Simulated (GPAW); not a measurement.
Write an ASE script for GPAW 26.7.0 that does the following.

```yaml
Task: relaxation of cell and atoms
Functional: PBEsol
Dispersion: D3
Potentials_or_basis: PAW data sets generated in the run's folder for this functional
Cutoff: 800 eV
Basis: pw
k_mesh: 4 × 4 × 4
Occupations: fermi-dirac, width 0.05 eV
Spin: no spin polarisation
Maxiter: 150
Optimizer: BFGS
Fmax: 0.02 eV/Å
Max_steps: 60
Convergence: density=1e-05 forces=0.0001
```

MgO2:

```
Mg O
1.0
     4.82861    0.00000    0.00000
     0.00000    4.82861    0.00000
     0.00000    0.00000    4.82861
Mg O
4 8
Cartesian
  0.0000 0.0000 0.0000
  2.4143 0.0000 2.4143
  2.4143 2.4143 0.0000
  0.0000 2.4143 2.4143
  2.8461 4.3968 0.4318
  4.3968 0.4318 2.8461
  0.4318 2.8461 4.3968
  1.9825 1.9825 1.9825
  2.8461 2.8461 2.8461
  4.3968 1.9825 0.4318
  0.4318 4.3968 1.9825
  1.9825 0.4318 4.3968
```

The cell is a database's computed one.

These files were run (other wordings do the same):

run.py

```python
from ase import Atoms
from ase.calculators.mixing import SumCalculator
from ase.filters import FrechetCellFilter
from ase.io import write
from ase.optimize import BFGS
from dftd3.ase import DFTD3
from gpaw import GPAW, PW, setup_paths

setup_paths.insert(0, '.')

atoms = Atoms(['Mg', 'Mg', 'Mg', 'Mg', 'O', 'O', 'O', 'O', 'O', 'O', 'O', 'O'],
              cell=[[4.82861247, 0.0, 0.0],
                    [0.0, 4.82861247, 0.0],
                    [0.0, 0.0, 4.82861247]],
              scaled_positions=[[0.0, 0.0, 0.0],
                                [0.5, 0.0, 0.5],
                                [0.5, 0.5, 0.0],
                                [0.0, 0.5, 0.5],
                                [0.58942444, 0.91057556, 0.08942444],
                                [0.91057556, 0.08942444, 0.58942444],
                                [0.08942444, 0.58942444, 0.91057556],
                                [0.41057556, 0.41057556, 0.41057556],
                                [0.58942444, 0.58942444, 0.58942444],
                                [0.91057556, 0.41057556, 0.08942444],
                                [0.08942444, 0.91057556, 0.41057556],
                                [0.41057556, 0.08942444, 0.91057556]],
              pbc=True)

calc = GPAW(mode=PW(800),
            xc='PBEsol',
            kpts={'size': (4, 4, 4), 'gamma': True},
            occupations={'name': 'fermi-dirac', 'width': 0.05},
            nbands=71,
            convergence={'density': 1e-05, 'forces': 0.0001},
            maxiter=150,
            txt='gpaw.txt')
atoms.calc = SumCalculator([calc, DFTD3(method='pbesol', damping='d3zero')])
opt = BFGS(FrechetCellFilter(atoms), trajectory='relax.traj', logfile='-')
done = opt.run(fmax=0.02, steps=60)
calc.write('gs.gpw')
write('result.traj', atoms)
print('Converged:', done)
print('Cell:', atoms.cell.cellpar().round(4))
print('Volume:', round(atoms.get_volume(), 4))
print(atoms.get_scaled_positions().round(5))
```

Potentials or basis: PAW data sets generated in the run's folder for this functional, pw.

Launch:

```sh
$ gpaw-setup -f PBEsol Mg O
$ OMP_NUM_THREADS=1 python run.py
```

Results of the run:

```yaml
Relaxed_volume: 9.38 Å³/atom
Relaxed_cell: a = 4.828 Å, b = 4.828 Å, c = 4.828 Å, α = 90.00°, β = 90.00°, γ = 90.00°
Space_group_after_relaxing_to_0.05_Å: Pa-3 (No. 205)
Energy_gained_by_relaxing: 0.9 meV/atom
Ionic_steps: 3
Pressure_after_relaxing: 0.1 GPa
Largest_force_after_relaxing: 0.005 eV/Å
Band_gap_on_the_k_mesh: 4.00 eV, indirect (least direct gap 4.21 eV)
Dispersion_energy_per_atom: -0.115 eV
```

Caveat: later steps reuse the first step's grids.

It took 4.9 min on 1 thread of Arm Neoverse V1, with other jobs on the host, peak memory 0.45 GiB.
